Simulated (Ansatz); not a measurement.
# Molybdenum, dhcp under revPBE: from relaxation to bulk modulus

Aim: take molybdenum in the dhcp structure, solve it on a dense k-mesh, then scale the cell to 7 volumes from 88 to 112 % of the relaxed one and try a fit of the equation of state. Spin polarisation is left out. The k-meshes are 17×17×5 for the dense run; 15×15×4 for the volumes.

Method: DFT revPBE, plane waves (420 eV) with PAW, scalar-relativistic; PAW files made under PBE, frozen cores solved again for the functional, in Ansatz 0.2.0.

1 further run of the same task is left out (for a known fault of the program).

## Step 1: The system as given

It takes space group P6_3/mmc (No. 194, hexagonal). The conventional cell has a = 2.782 Å, b = 2.782 Å, c = 9.697 Å, α = 90.00°, β = 90.00°, γ = 120.00°. Mo (site symmetry -3m) is surrounded by 12 Mo at 2.78 to 2.91 Å. Around Mo (site symmetry -6m2) lie 12 Mo at 2.78 to 2.91 Å.

Coordinates:

```
CELL_PARAMETERS angstrom
2.78203 0.00000 0.00000
-1.39101 2.40930 0.00000
0.00000 0.00000 9.69658
ATOMIC_POSITIONS crystal
Mo 0.00000 0.00000 0.00000
Mo 0.00000 0.00000 0.50000
Mo 0.33333 0.66667 0.25000
Mo 0.66667 0.33333 0.75000
```

## Step 2: Single point on a dense mesh

input.yaml reads:

```yaml
crystal:
  lattice:
    - [2.7820251854, 0.0, 0.0]
    - [-1.3910125927, 2.4093044845, 0.0]
    - [0.0, 0.0, 9.6965812947]
  atoms:
    - { symbol: Mo, position: [1.0, 0.0, 1.0] }
    - { symbol: Mo, position: [0.0, 0.0, 0.5] }
    - { symbol: Mo, position: [0.3333333333, 0.6666666667, 0.25] }
    - { symbol: Mo, position: [0.6666666667, 0.3333333333, 0.75] }
hamiltonian:
  xc: revpbe
  pseudopotentials:
    kind: paw
    azcp:
      Mo: "pseudopotentials/Mo.paw.azcp"
basis:
  ecutwfc: 420
  fft_grid_basis: typed
kpoints:
  mp_grid: { grid: [17, 17, 5], shift: [0, 0, 0] }
magnetization:
  spin_polarized: false
scf:
  occupations: { method: fermi_dirac, width: 0.1 }
```

## Step 3: The cell scaled to 88 % of its volume

input.yaml, as its differences from that of step 2:

```diff
@@ -2,5 +2,5 @@
   lattice:
-    - [2.7820251854, 0.0, 0.0]
-    - [-1.3910125927, 2.4093044845, 0.0]
-    - [0.0, 0.0, 9.6965812947]
+    - [2.6659701433, 0.0, 0.0]
+    - [-1.3329850716, 2.3087978698, 0.0]
+    - [0.0, 0.0, 9.2920784322]
   atoms:
@@ -20,3 +20,3 @@
 kpoints:
-  mp_grid: { grid: [17, 17, 5], shift: [0, 0, 0] }
+  mp_grid: { grid: [15, 15, 4], shift: [0, 0, 0] }
 magnetization:
@@ -25 +25,4 @@
   occupations: { method: fermi_dirac, width: 0.1 }
+  lower_state_search: "off"
+output:
+  stress: true
```

## Step 4: The cell scaled to 92 % of its volume

input.yaml, as its differences from that of step 3:

```diff
@@ -2,5 +2,5 @@
   lattice:
-    - [2.6659701433, 0.0, 0.0]
-    - [-1.3329850716, 2.3087978698, 0.0]
-    - [0.0, 0.0, 9.2920784322]
+    - [2.7057666096, 0.0, 0.0]
+    - [-1.3528833048, 2.3432626206, 0.0]
+    - [0.0, 0.0, 9.4307866198]
   atoms:
```

## Step 5: The cell scaled to 96 % of its volume

input.yaml, as its differences from that of step 4:

```diff
@@ -2,5 +2,5 @@
   lattice:
-    - [2.7057666096, 0.0, 0.0]
-    - [-1.3528833048, 2.3432626206, 0.0]
-    - [0.0, 0.0, 9.4307866198]
+    - [2.7444256414, 0.0, 0.0]
+    - [-1.3722128207, 2.3767423242, 0.0]
+    - [0.0, 0.0, 9.5655303475]
   atoms:
@@ -28 +28,5 @@
   stress: true
+  write_density: true
+  write_potential: true
+  elf: true
+  volumetric_format: npy
```

## Step 6: The cell scaled to 100 % of its volume

input.yaml, as its differences from that of step 5:

```diff
@@ -2,5 +2,5 @@
   lattice:
-    - [2.7444256414, 0.0, 0.0]
-    - [-1.3722128207, 2.3767423242, 0.0]
-    - [0.0, 0.0, 9.5655303475]
+    - [2.7820251854, 0.0, 0.0]
+    - [-1.3910125927, 2.4093044845, 0.0]
+    - [0.0, 0.0, 9.6965812947]
   atoms:
@@ -28,5 +28 @@
   stress: true
-  write_density: true
-  write_potential: true
-  elf: true
-  volumetric_format: npy
```

## Step 7: The cell scaled to 104 % of its volume

input.yaml, as its differences from that of step 6:

```diff
@@ -2,5 +2,5 @@
   lattice:
-    - [2.7820251854, 0.0, 0.0]
-    - [-1.3910125927, 2.4093044845, 0.0]
-    - [0.0, 0.0, 9.6965812947]
+    - [2.8186349783, 0.0, 0.0]
+    - [-1.4093174891, 2.4410094952, 0.0]
+    - [0.0, 0.0, 9.8241825236]
   atoms:
@@ -28 +28,5 @@
   stress: true
+  write_density: true
+  write_potential: true
+  elf: true
+  volumetric_format: npy
```

## Step 8: The cell scaled to 108 % of its volume

input.yaml, as its differences from that of step 7:

```diff
@@ -2,5 +2,5 @@
   lattice:
-    - [2.8186349783, 0.0, 0.0]
-    - [-1.4093174891, 2.4410094952, 0.0]
-    - [0.0, 0.0, 9.8241825236]
+    - [2.8543176901, 0.0, 0.0]
+    - [-1.427158845, 2.4719116301, 0.0]
+    - [0.0, 0.0, 9.9485524674]
   atoms:
```

## Step 9: The cell scaled to 112 % of its volume

input.yaml, as its differences from that of step 8:

```diff
@@ -2,5 +2,5 @@
   lattice:
-    - [2.8543176901, 0.0, 0.0]
-    - [-1.427158845, 2.4719116301, 0.0]
-    - [0.0, 0.0, 9.9485524674]
+    - [2.8891298733, 0.0, 0.0]
+    - [-1.4445649367, 2.5020598651, 0.0]
+    - [0.0, 0.0, 10.0698882362]
   atoms:
@@ -28,5 +28 @@
   stress: true
-  write_density: true
-  write_potential: true
-  elf: true
-  volumetric_format: npy
```

(Steps that only read results are left out.)

What does the calculation give? Wanted: space group; conventional cell; volume; shortest distance; gap on the mesh; relative to bcc; V₀, B₀, B₀′.

**Answer**, as computed:

| quantity | value |
| --- | --- |
| space group (spins left aside) | P6_3/mmc (No. 194) |
| conventional cell | a = 2.782 Å, c = 9.697 Å (c/a = 3.485) |
| volume | 16.248 Å³/atom |
| shortest distance | 2.782 Å |
| gap on the mesh | none (levels filled in part) |
| relative to bcc | +424 meV/atom |
| V₀, B₀, B₀′ | 16.229 Å³/atom, 232 GPa, 4.1 |

In words: It lies 424 meV/atom above the element's reference form at the same level (bcc, from a run of its own). No gap shows: it is a metal or semimetal at this level. B₀ comes out at 232 GPa; letting shape and positions relax at each volume could only lower it.
